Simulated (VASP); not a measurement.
Write the native input for VASP 6.6.1 that does the following.

| Property | Result |
| --- | --- |
| Task | band structure |
| Functional | PBE |
| Potentials or basis | VASP PAW PBE potentials, release 64 (Fe) |
| Cutoff | 520 eV |
| k mesh | 8 × 8 × 8 |
| Occupations | gaussian, width 0.1 eV |
| Spin | collinear spin, ferromagnetic start |
| Starting moments | [2.5] μB |
| Further INCAR settings | ALGO = Fast; EDIFF = 1e-07 |

The structure of Fe lies in POSCAR:

```
Fe                                      
1.0
   -1.4234924877      1.4234924877      1.4234924877
    1.4234924877     -1.4234924877      1.4234924877
    1.4234924877      1.4234924877     -1.4234924877
  Fe            
     1
Direct
     0.0000000000000000    0.0000000000000000    0.0000000000000000
```

The input as run:

INCAR

```
PREC = Accurate
ENCUT = 520
EDIFF = 1E-7
ISMEAR = 0
SIGMA = 0.1
LREAL = False
LASPH = True
NELM = 150
ALGO = Fast
ISIF = 2
LWAVE = False
LCHARG = False
ISPIN = 2
MAGMOM = 2.5
LORBIT = 11
LMAXMIX = 4
GGA = PE
```

KPOINTS

```
Automatic mesh
0
Gamma
  8 8 8
```

KPOINTS_OPT

```
path GHNGPH,PN
20
line-mode
reciprocal
 0.0000000000  0.0000000000  0.0000000000  G
 0.5000000000 -0.5000000000  0.5000000000  H

 0.5000000000 -0.5000000000  0.5000000000  H
 0.0000000000  0.0000000000  0.5000000000  N

 0.0000000000  0.0000000000  0.5000000000  N
 0.0000000000  0.0000000000  0.0000000000  G

 0.0000000000  0.0000000000  0.0000000000  G
 0.2500000000  0.2500000000  0.2500000000  P

 0.2500000000  0.2500000000  0.2500000000  P
 0.5000000000 -0.5000000000  0.5000000000  H

 0.2500000000  0.2500000000  0.2500000000  P
 0.0000000000  0.0000000000  0.5000000000  N
```

Potentials or basis: VASP PAW PBE potentials, release 64 (Fe).

Command:

```console
$ cat potpaw_PBE.64/Fe/POTCAR > POTCAR
$ mpirun -np 1 vasp_std > vasp.out
```

It gave:

```yaml
Pressure: 0.0 GPa
Band_gap_along_the_path: none (metal or under the smearing width)
Net_moment: 2.34 μB per cell
Site_moments: Fe +2.35 μB
Valence_electrons_inside_the_program's_atomic_spheres: Fe 7.24
```

Caveat: the k mesh is coarse (spacing up to 0.39 Å⁻¹), so the values aren't converged.

Run time: 14 s on 1 thread of Intel(R) Xeon(R) 6975P-C (Granite Rapids) (shared host), peak memory 0.13 GiB.
